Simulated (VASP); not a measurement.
**SrCl2: Cl into a neighbouring Cl vacancy**

Aim: the barrier for one hop in SrCl2: Cl into a neighbouring Cl vacancy. The start is a cell from a database of measured crystal structures.

Program: VASP 6.6.1. Level of theory: PBEsol; plane waves and PAW (Sr_sv, Cl). Results are calculated unless marked as measured.

Report form: the programs' logs are mostly left out.

## Step 1: The host crystal

Symmetry: Fm-3m, No. 225, cubic system. Conventional cell: a = 6.977 Å, b = 6.977 Å, c = 6.977 Å, α = 90.00°, β = 90.00°, γ = 90.00°. Sr has 8 Cl at 3.02 Å nearest. Nearest to Cl lie 4 Sr at 3.02 Å. Farther neighbours and most contacts between anions are not listed.

## Step 2: Relax the host

First cell and atoms are relaxed at a raised cutoff, so that later runs start from this functional's own cell.

Contents of INCAR:

```
SYSTEM = SrCl2
PREC = Accurate
ENCUT = 350
EDIFF = 1E-06
NELM = 120
ISMEAR = 0
SIGMA = 0.1
LREAL = .FALSE.
ALGO = Normal
GGA = PS
NBANDS = 18
LORBIT = 11
LWAVE = .FALSE.
LCHARG = .FALSE.
KPAR = 6
IBRION = 2
NSW = 40
ISIF = 3
EDIFFG = -0.02
POTIM = 0.4
```

Contents of POSCAR:

```
SrCl2
1.0
    0.0000000000      3.4883500000      3.4883500000
    3.4883500000      0.0000000000      3.4883500000
    3.4883500000      3.4883500000      0.0000000000
Sr Cl
1 2
Direct
    0.0000000000      0.0000000000      0.0000000000
    0.7500000000      0.7500000000      0.7500000000
    0.2500000000      0.2500000000      0.2500000000
```

Contents of KPOINTS:

```
Automatic mesh
0
Gamma
5 5 5
0 0 0
```

The projector-augmented-wave data sets are Sr_sv and Cl (PBE family, release 64).

Run with:

```
$ mpirun -np 6 vasp_std
```

Wall time 5.4 s (6 MPI ranks of Intel Xeon 6975P-C (Granite Rapids), shared host); peak memory 0.98 GiB; 29 s of CPU time.

The gap is read on the k-mesh alone, so it is an upper bound where the band edges lie off the mesh. The PAW data sets were made with PBE, which is usual practice but a small mismatch for other functionals. The run keeps the 48 symmetry operations of its start, so it cannot find a distortion of lower symmetry.

The steps of the relaxation:

```csv
step,energy less that of the first step (eV),largest force (eV/Å),pressure (GPa),volume (Å³)
1,0.0000,0.0000,-0.90,84.90
2,-0.0056,0.0000,-0.24,83.34
3,-0.0060,0.0000,0.00,82.80
```

```csv
"conventional cell, symmetrised",before,after,change
a (Å),6.977,6.919,-0.8 %
b (Å),6.977,6.919,-0.8 %
c (Å),6.977,6.919,-0.8 %
volume (Å³/atom),28.30,27.60,-2.5 %
```

The relaxed structure:

```
Sr Cl
1.0
     0.00000    3.45937    3.45937
     3.45937    0.00000    3.45937
     3.45937    3.45937    0.00000
Sr Cl
1 2
Direct
  0.00000 0.00000 0.00000
  0.75000 0.75000 0.75000
  0.25000 0.25000 0.25000
```

This step gave:

| Item | Value |
| --- | --- |
| electronic cycles | 30 |
| electrons | 24 |
| free energy (TOTEN) | -13.34 eV |
| Fermi energy | 0.7442 eV |
| metallic | no |
| gap on the k-mesh | 5.298 eV |
| least direct gap on the k-mesh | 5.577 eV |

The run ended after 3 ionic steps, 0.006 eV below its first step, once forces and stress met EDIFFG = -0.02.

## Step 3: Relax the start

System of this step: Sr12Cl23. The cell holds 35 atoms: 12 Sr and 23 Cl. Its edges and angles: a = 9.785 Å, b = 9.785 Å, c = 14.677 Å, α = 60.0°, β = 60.0°, γ = 60.0°. It derives from SrCl2. Nearest the centre at fractional (0.250, 0.250, 0.333): Cl25 at 1.72 Å, Sr5 at 2.44 Å, Sr8 at 2.47 Å, Cl18 at 3.86 Å, Cl28 at 3.86 Å, Cl15 at 3.87 Å, Cl31 at 3.87 Å, Cl30 at 3.87 Å. The cell carries charge +1.

A path needs two true minima; the start is relaxed with symmetry off.

This cell carries charge +1, set by NELECT and balanced by a uniform background.

Contents of INCAR:

```
SYSTEM = Sr12Cl23
PREC = Normal
ENCUT = 280
EDIFF = 1E-05
NELM = 120
ISMEAR = 0
SIGMA = 0.05
LREAL = Auto
ALGO = Fast
GGA = PS
NELECT = 280
NBANDS = 168
LORBIT = 11
LWAVE = .FALSE.
LCHARG = .FALSE.
NCORE = 6
IBRION = 2
NSW = 60
ISIF = 2
EDIFFG = -0.05
POTIM = 0.4
MAXMIX = 40
ISYM = 0
```

Contents of POSCAR:

```
Sr12Cl23
1.0
    0.0000000000      6.9187414712      6.9187414712
    6.9187414712      0.0000000000      6.9187414712
   10.3781122068     10.3781122068      0.0000000000
Sr Cl
12 23
Direct
    0.0011656326     -0.0002104384      0.0008062789
    0.0038372407     -0.0025469062      0.3325199137
    0.0021429385     -0.0010890694      0.6663579328
    0.0004061472      0.5011742356     -0.0002159914
    0.0001321408      0.4984741973      0.3329312903
   -0.0012308320      0.5003854275      0.6675637712
    0.5007701667     -0.0007466301     -0.0010090880
    0.5037237857     -0.0008136486      0.3333446423
    0.5009356863     -0.0014408998      0.6624024965
    0.5012331077      0.4993951046     -0.0004103534
    0.4947859527      0.5041225048      0.3346663532
    0.4989405512      0.5029761655      0.6686192484
    0.3736029192      0.3768811709      0.5810886608
    0.3720809824      0.3759440149      0.9162474081
    0.3735965975      0.8761193336      0.2491149399
    0.3741816598      0.8743548034      0.5839474729
    0.3758936122      0.8750338637      0.9177883223
    0.8765153659      0.3720351219      0.2503997471
    0.8735019229      0.3791415267      0.5822665747
    0.8727704256      0.3763221855      0.9157465448
    0.8738964770      0.8732643127      0.2512613872
    0.8762143942      0.8724363731      0.5829083630
    0.8733743092      0.8718595426      0.9192141555
    0.1259723329      0.1231676065      0.0850451686
    0.1276254846      0.1231071530      0.4163660173
    0.1210644330      0.1246520762      0.7519584348
    0.1256352404      0.6266059875      0.0820506696
    0.1206355572      0.6259095859      0.4164334323
    0.1237797385      0.6243695106      0.7521235051
    0.6263225334      0.1250314826      0.0833103237
    0.6239671750      0.1257587048      0.4178494985
    0.6236467721      0.1198466854      0.7529367085
    0.6231879746      0.6226917704      0.0846049458
    0.6248241735      0.6276688950      0.4155287794
    0.6279103399      0.6256129703      0.7493493205
```

Contents of KPOINTS:

```
Automatic mesh
0
Gamma
2 2 1
0 0 0
```

Run with:

```
$ mpirun -np 6 vasp_std
```

Wall time 3.7 min (6 MPI ranks); peak memory 0.99 GiB; 22 min of CPU time.

The steps of the relaxation:

```csv
step,energy less that of the first step (eV),largest force (eV/Å)
1,0.0000,0.9986
2,-0.2318,0.7745
3,-0.5895,0.3061
4,-0.5980,0.3469
5,-0.6621,0.2714
6,-0.7589,0.1818
7,-0.7610,0.2071
8,-0.7930,0.1275
9,-0.8042,0.1503
10,-0.8053,0.1345
11,-0.8168,0.0721
12,-0.8188,0.0797
13,-0.8226,0.0505
14,-0.8232,0.0328
```

The atoms that moved most (Å):

```csv
atom,dx,dy,dz,length
Cl27,-0.008,0.293,-0.008,0.293
Cl30,0.284,-0.014,0.002,0.284
Cl28,-0.277,0.034,0.022,0.280
Cl31,-0.015,-0.276,0.000,0.277
Cl25,0.017,-0.013,0.263,0.263
Cl33,-0.007,-0.013,-0.257,0.258
Sr10,-0.125,-0.136,0.141,0.232
Sr5,0.113,-0.075,-0.092,0.164
```

Final coordinates:

```cif
data_structure
_symmetry_space_group_name_H-M 'P 1'
_symmetry_Int_Tables_number 1
_cell_length_a 9.7846
_cell_length_b 9.7846
_cell_length_c 14.6769
_cell_angle_alpha 60.000
_cell_angle_beta 60.000
_cell_angle_gamma 60.000
_cell_volume 993.58
loop_
_atom_site_label
_atom_site_type_symbol
_atom_site_fract_x
_atom_site_fract_y
_atom_site_fract_z
_atom_site_occupancy
Sr1 Sr 0.99958 0.99959 0.00223 1
Sr2 Sr 0.00254 0.00254 0.32859 1
Sr3 Sr 0.00142 0.00139 0.66517 1
Sr4 Sr 0.99784 0.49780 0.00238 1
Sr5 Sr 0.97993 0.50540 0.33919 1
Sr6 Sr 0.00488 0.49881 0.66290 1
Sr7 Sr 0.49783 0.99750 0.00225 1
Sr8 Sr 0.50515 0.98054 0.33895 1
Sr9 Sr 0.49890 0.00503 0.66283 1
Sr10 Sr 0.51055 0.51039 0.98023 1
Sr11 Sr 0.50610 0.50583 0.33818 1
Sr12 Sr 0.49527 0.49542 0.67299 1
Cl13 Cl 0.37479 0.37518 0.58557 1
Cl14 Cl 0.37324 0.37323 0.91688 1
Cl15 Cl 0.37544 0.87315 0.25167 1
Cl16 Cl 0.37384 0.87192 0.58548 1
Cl17 Cl 0.37385 0.87988 0.91340 1
Cl18 Cl 0.87327 0.37562 0.25158 1
Cl19 Cl 0.87168 0.37411 0.58545 1
Cl20 Cl 0.87992 0.37411 0.91320 1
Cl21 Cl 0.87330 0.87325 0.25192 1
Cl22 Cl 0.88238 0.88225 0.56983 1
Cl23 Cl 0.86802 0.86792 0.93097 1
Cl24 Cl 0.12450 0.12437 0.08402 1
Cl25 Cl 0.14442 0.14427 0.40390 1
Cl26 Cl 0.12244 0.12254 0.75131 1
Cl27 Cl 0.14677 0.60428 0.09616 1
Cl28 Cl 0.14468 0.60510 0.40365 1
Cl29 Cl 0.11740 0.62997 0.75173 1
Cl30 Cl 0.60497 0.14666 0.09622 1
Cl31 Cl 0.60507 0.14463 0.40382 1
Cl32 Cl 0.63007 0.11732 0.75171 1
Cl33 Cl 0.60413 0.60459 0.09603 1
Cl34 Cl 0.62110 0.62098 0.42387 1
Cl35 Cl 0.63177 0.63195 0.74084 1
```

A gap read on the k-mesh alone can miss the band edges.

This step gave:

| Quantity | Value |
| --- | --- |
| electronic cycles | 161 |
| electrons | 280 |
| free energy (TOTEN) | -158.3156 eV |
| Fermi energy | 0.2592 eV |
| gap on the k-mesh | 4.966 eV |
| least direct gap on the k-mesh | 4.966 eV |

The run ended after 14 ionic steps, 0.823 eV below its first step, once the forces on the free atoms met EDIFFG = -0.05.

## Step 4: Relax the end

The end state is relaxed in the same way, so that both ends share their errors.

This cell carries charge +1, set by NELECT and balanced by a uniform background.

INCAR is that of step 3.

Contents of POSCAR:

```
Sr12Cl23
1.0
    0.0000000000      6.9187414712      6.9187414712
    6.9187414712      0.0000000000      6.9187414712
   10.3781122068     10.3781122068      0.0000000000
Sr Cl
12 23
Direct
   -0.0040079101     -0.0003695295      0.0009843091
   -0.0036903262      0.0016998921      0.3355790759
    0.0007464852      0.0017168017      0.6658001348
   -0.0010619826      0.4989963476      0.0007344857
   -0.0012105459      0.5031354319      0.3321479654
   -0.0079708901      0.5008417634      0.6690423210
    0.5013443113     -0.0042376839      0.0040139298
    0.5014438220     -0.0038740952      0.3335058066
    0.5009971613      0.0005406967      0.6653310239
    0.5007322892      0.4987574063      0.0000473243
    0.4993849245      0.4978677560      0.3331270360
    0.4967865896      0.5000541816      0.6666431009
    0.3727394038      0.3771047817      0.5847379044
    0.3733220521      0.3760173209      0.9169742513
    0.3731181121      0.8735307099      0.2517988448
    0.3714157405      0.8755314530      0.5845849931
    0.3780890444      0.8766149910      0.9138546710
    0.8738405224      0.3699796706      0.2510814725
    0.8759603915      0.3733554861      0.5844266562
    0.8772562163      0.3747677117      0.9156086750
    0.8771940172      0.8734106231      0.2523385409
    0.8755693700      0.8742210585      0.5827109747
    0.8750508774      0.8754520058      0.9165748809
    0.1277833671      0.1205552346      0.0830765604
    0.3795213944      0.3742865988      0.2482147682
    0.1231729493      0.1241322823      0.7515286092
    0.1204751837      0.6262314581      0.0880462527
    0.1240054348      0.6215003053      0.4174973307
    0.1258651409      0.6276796384      0.7485385476
    0.6197508697      0.1303696799      0.0816077465
    0.6291845925      0.1213013510      0.4160153581
    0.6253106057      0.1299748360      0.7477402928
    0.6210801696      0.6299975267      0.0838945984
    0.6241098027      0.6222316216      0.4172147092
    0.6204725742      0.6286715365      0.7511505463
```

KPOINTS is that of step 3.

Run with:

```
$ mpirun -np 6 vasp_std
```

It took 3.8 min on 6 MPI ranks; peak memory 1 GiB.

The steps of the relaxation:

```csv
step,energy less that of the first step (eV),largest force (eV/Å)
1,0.0000,1.0708
2,-0.2440,0.8348
3,-0.6145,0.3297
4,-0.6217,0.3557
5,-0.6897,0.2768
6,-0.8010,0.1614
7,-0.8076,0.1876
8,-0.8415,0.1404
9,-0.8503,0.1757
10,-0.8538,0.1408
11,-0.8655,0.0647
12,-0.8668,0.0727
13,-0.8669,0.0737
14,-0.8703,0.0473
```

The atoms that moved most (Å):

```csv
atom,dx,dy,dz,length
Cl25,0.022,-0.014,-0.306,0.307
Cl22,0.026,0.009,0.276,0.278
Cl16,-0.007,-0.276,0.005,0.277
Cl18,0.021,0.272,0.035,0.275
Cl19,-0.273,-0.013,-0.010,0.274
Cl15,0.267,-0.005,0.013,0.268
Sr3,0.135,0.132,-0.168,0.253
Sr2,-0.128,-0.088,-0.080,0.174
```

Final coordinates:

```xyz
35
Lattice="0.0000 6.9187 6.9187 6.9187 0.0000 6.9187 10.3781 10.3781 0.0000" Properties=species:S:1:pos:R:3 pbc="T T T"
Sr   -0.0305   -0.0347    0.0556
Sr    3.3669    3.3695   -0.0938
Sr    7.0562    7.0468   -0.1512
Sr    3.4643    0.0460    3.4282
Sr    6.9955    3.3645    3.5480
Sr   10.3739    6.9091    3.4789
Sr    0.0502    3.4570    3.4327
Sr    3.3627    6.9970    3.5515
Sr    6.9194   10.3665    3.4796
Sr    3.4656    3.4606    6.8881
Sr    6.9517    6.9492    6.8809
Sr   10.3640   10.3520    6.9140
Cl    8.6482    8.6410    5.1889
Cl   12.1157   12.1094    5.2123
Cl    8.9242    5.1898    8.6382
Cl   12.1171    8.3602    8.6320
Cl   15.5259   12.1394    8.6581
Cl    5.1868    8.9241    8.6402
Cl    8.3751   12.1126    8.6335
Cl   12.1461   15.5191    8.6536
Cl    8.6001    8.6038   12.1503
Cl   12.1218   12.1148   12.3827
Cl   15.6167   15.6119   12.0093
Cl    1.7133    1.7092    1.7199
Cl    5.1878    5.1882    4.9096
Cl    8.6630    8.6549    1.7435
Cl    5.1908    1.7150    5.2094
Cl    8.6433    5.1712    5.1860
Cl   12.1163    8.6829    5.1515
Cl    1.7193    5.1877    5.2083
Cl    5.1702    8.6421    5.1898
Cl    8.6897   12.1039    5.1565
Cl    5.2775    5.2681    8.5461
Cl    8.6422    8.6412    8.6611
Cl   12.0240   12.0130    8.7305
```

Numbers from this step:

```yaml
electronic_cycles: 163
free_energy_toten: -158.3146 eV
fermi_energy: 0.26 eV
gap_on_the_k_mesh: 4.969 eV
least_direct_gap_on_the_k_mesh: 4.969 eV
```

The run ended after 14 ionic steps, 0.870 eV below its first step, once the forces on the free atoms met EDIFFG = -0.05.

(Part 1 of 2 ends here.)

[Lines on the potential files, build, host, timing and source positions are cut from VASP's logs without a mark.]

[Logs are printed without paths, hosts, clocks, repeated set-up lines and the standing remarks that a program may print on its own settings, such as how far it seeks lower states.]

[Hosts, paths, dates, database ids (printed as entryN), source tags and the programs' standing remarks are cut or masked in the printed files.]

[Runs that stopped without an error message from VASP are left out.]
